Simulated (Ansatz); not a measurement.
SiC under changes of volume

One of the cells (10.313 Å³/atom); the others are scaled copies at fixed shape and fractional positions:

```xyz
8
Lattice="3.0757 0.0000 0.0000 -1.5378 2.6636 0.0000 0.0000 0.0000 10.0706" Properties=species:S:1:pos:R:3 pbc="T T T"
Si    0.0000    0.0000    1.8922
Si    0.0000    0.0000    6.9275
Si    0.0000    1.7758    4.4094
Si    1.5378    0.8879    9.4447
C     0.0000    0.0000    0.0046
C     0.0000    0.0000    5.0400
C     0.0000    1.7758    2.5157
C     1.5378    0.8879    7.5510
```

The cell is a database's computed one.

```yaml
Program: Ansatz 0.2.0
Functional: PBEsol
Potentials_or_basis: all-electron LAPW, scalar-relativistic
Cutoff: 351 eV (chosen from the basis error)
Basis_error_allowed: 0.001 eV/atom
k_mesh: 10 × 10 × 3
Occupations: fermi-dirac, width 0.05 eV
Spin: no spin polarisation
```

```tsv
volume (Å³/atom)	energy over the lowest point (meV/atom)	pressure (GPa)	gap on the mesh (eV)	largest force (eV/Å)
9.694	30.15	16.0	2.13	0.026
9.900	?	?	?	?
10.107	3.49	5.1	2.12	0.011
10.313	0.00	0.4	2.12	0.004
10.519	2.27	-3.8	2.11	0.002
10.726	9.75	-7.7	2.11	0.008
10.932	21.97	-11.2	2.10	0.014
```

What does the run at 9.900 Å³/atom give?

Energy over the lowest point 13.32 meV/atom; pressure 10.3 GPa; gap on the mesh 2.12 eV; largest force 0.018 eV/Å.

Worked out: A Birch-Murnaghan fit of order 3 (a polynomial in V^(-2/3)) to the other rows has its minimum at 10.33 Å³/atom with B0 = V·E''(V) = 221 GPa and B' = 3.8 at fixed shape and positions, which overstates the stiffness. It gives 13.35 meV/atom at 9.900 Å³/atom, against the run's 13.32, and -dE/dV = 10.3 GPa, against 10.3. A straight line through the other rows of the gap, of slope -0.235 eV per unit of ln V, gives 2.13 eV, against the run's 2.12.

Energies are extrapolated to zero smearing.

Caveats: an odd mesh through Γ misses points on the zone boundary, where band edges often lie.
